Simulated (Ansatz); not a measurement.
Set up this calculation in Ansatz 0.2.0, as the native input.

- Task: relaxation of cell and atoms
- Functional: RPBE
- Dispersion: D4
- Potentials or basis: Ansatz PAW
- Cutoff: 420 eV (not typed: the program's choice for these potentials)
- k mesh: 10 × 10 × 10
- Occupations: fermi-dirac, width 0.05 eV
- Spin: no spin polarisation

Crystal: Hf.

```
Hf
1.0
    -1.80500    1.80500    1.80500
     1.80500   -1.80500    1.80500
     1.80500    1.80500   -1.80500
Hf
1
Cartesian
  0.0000 0.0000 0.0000
```

This isn't the form of Hf at room conditions, which is hcp.

The input as run:

input.yaml

```yaml
crystal:
  lattice:
    - [-1.805, 1.805, 1.805]
    - [1.805, -1.805, 1.805]
    - [1.805, 1.805, -1.805]
  atoms:
    - { symbol: Hf, position: [0.0, 0.0, 0.0] }
hamiltonian:
  xc: rpbe
  pseudopotentials: { kind: paw }
  dispersion: d4
kpoints:
  mp_grid: { grid: [10, 10, 10] }
scf:
  occupations: { method: fermi_dirac, width: 0.05 }
output:
  forces: true
  stress: true
  eigenvalues: true
  write_density: true
  write_potential: true
  elf: true
  volumetric_format: npy
relax:
  f_tol: 0.01
  max_steps: 40
  cell: { stress_tol: 0.05 }
```

Potentials or basis: Ansatz PAW.

Command:

```sh
$ ansatz run input.yaml --threads 2 --pin off --max-ram 5632MiB --backend cpu --events-out ev --progress --plain --runs-dir out
```

It gave:

```json
{"Relaxed volume": "22.43 Å³/atom", "Relaxed cell": "a = 3.077 Å, b = 3.077 Å, c = 3.077 Å, α = 109.47°, β = 109.47°, γ = 109.47°", "Space group after relaxing (to 0.05 Å)": "Im-3m (No. 229)", "Energy gained by relaxing": "15.3 meV/atom", "Ionic steps": "5", "Pressure after relaxing": "0.0 GPa", "Band gap on the k mesh": "none (metal or under the smearing width)"}
```

Caveat: the plane-wave basis is chosen anew once the cell has moved, so the energies of steps on either side of that aren't comparable; pairwise dispersion overbinds metals, which lowers pressure and volume; the PAW data sets come from PBE, with cores solved anew for the run's functional, which leaves a small shift of forces and pressure.

Wall time 5 s on 2 threads of Arm Neoverse V1, with other jobs on the host, peak memory 0.3 GiB.
